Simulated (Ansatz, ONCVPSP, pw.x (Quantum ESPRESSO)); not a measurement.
zirconium: one change to the ONCV potential, in the atom and in the fcc crystal

```json
{
 "Element": "zirconium (Zr)",
 "Generator": "ONCVPSP 4.0.1.1 (patched build)",
 "Type": "optimised norm-conserving Vanderbilt (ONCV)",
 "Functional": "PBE",
 "Relativity": "scalar-relativistic",
 "Frozen core": "[Kr]",
 "Valence charge": "4",
 "Reference configuration": "4d2 5s2",
 "Partial waves": "5s: rc 3.50 bohr, ncon 4, nbas 7, qcut 1.7 1/bohr, 3 projectors, debl 2.6 Ha; p scattering state at 0.06 Ha: rc 3.25 bohr, ncon 4, nbas 9, qcut 2.4 1/bohr, 2 projectors, debl 2.4 Ha; 4d: rc 2.50 bohr, ncon 3, nbas 8, qcut 5.2 1/bohr, 3 projectors, debl 2.6 Ha",
 "Local potential": "polynomial inside 1.90 bohr (lpopt 5, dvloc0 0 Ha)",
 "Core correction": "Teter function, parameters optimised by the program"
}
```

In the p channel the program set the typed energies aside and used 0.050, 2.450 Ha.

Change: core [Ar] 3d10, valence charge 12; reference 4s2 4p6 4d2 5s2; waves now 4s+5s: rc 2.35 bohr, ncon 4, nbas 8, qcut 4.1 1/bohr, 2 projectors; 4p: rc 2.05 bohr, ncon 4, nbas 8, qcut 5.5 1/bohr, 2 projectors, debl 1 Ha; 4d: rc 3.10 bohr, ncon 3, nbas 8, qcut 4.3 1/bohr, 3 projectors, debl 0.5 Ha; local potential polynomial inside 1.30 bohr (lpopt 5, dvloc0 3 Ha).

Cutoffs, loose and tight: the cutoffs (Ha) at which the residual kinetic energy of the hardest occupied pseudo-wave falls to 1 and 0.1 mHa per electron. They do not see the model core or the augmentation charge, which bear on the density cutoff. Test errors are all-electron minus pseudo excitation energies from the reference, over the configurations 4d2 5s1; 4d2 5s0; 4d1 5s0; 4d2 5s0 5p1; variants that change the core or the reference have their own tests.

Crystal test: fcc Zr in pw.x 7.5, no spin, 13³ k-points, Fermi–Dirac smearing 0.01 Ry, cutoffs set for each file from its atomic test. The reference is all-electron LAPW (Ansatz 0.2.0) with the same functional, mesh and smearing; V0 and B0 come from Birch–Murnaghan fits to the pressures at five volumes. Errors are pseudo minus all-electron; Δ is the rms difference of the E(V) curves that follow from these fits, minima aligned, over ±6 % about the mean V0. Mesh and smearing are coarse, so the numbers serve the comparison and aren't converged zero-temperature values; the lattice is a test structure that the element need not adopt.

All-electron: a0 = 4.534 Å (V0 = 23.31 Å³/atom), B0 = 89.0 GPa.

Does the change bring the crystal closer to the all-electron result?

The mean pressure error goes from -3.03 to -1.41 GPa, so the change moves the solid closer to the all-electron pressures.

| quantity | base | changed |
| --- | --- | --- |
| outcome (atom) | generated, projector energies reset by the program | generated, projector energies reset by the program |
| cutoff, loose (atom) | 10 Ha | 10 Ha |
| cutoff, tight (atom) | 12 Ha | 12 Ha |
| bound ghosts (atom) | none | none |
| largest test error (meV) (atom) | -419 | +96 |
| cutoffs in pw.x (Ry) | 50/200 | 50/200 |
| a0 (Å) | 4.483 | 4.510 |
| a0 error (%) | -1.13 | -0.54 |
| B0 error (%) | +5.1 | -4.6 |
| Δ (meV/atom) | 15.4 | 7.3 |
| mean pressure error (GPa) | -3.03 | -1.41 |

Base: The largest radius (3.50 bohr) exceeds half the bond length (3.03 bohr), so the spheres overlap, which is one possible source of error among others. This is a poor potential for the solid. The cutoffs count occupied waves only; projector 2 of the p channel, the hardest unoccupied one, needs 28 Ha at the loose tolerance. Changed file: This is a poor potential for the solid. The free energy does not fall steadily as the cutoff rises, most likely since the density grid, which shrinks with it, is too coarse for the model core; the lower cutoffs are not converged.
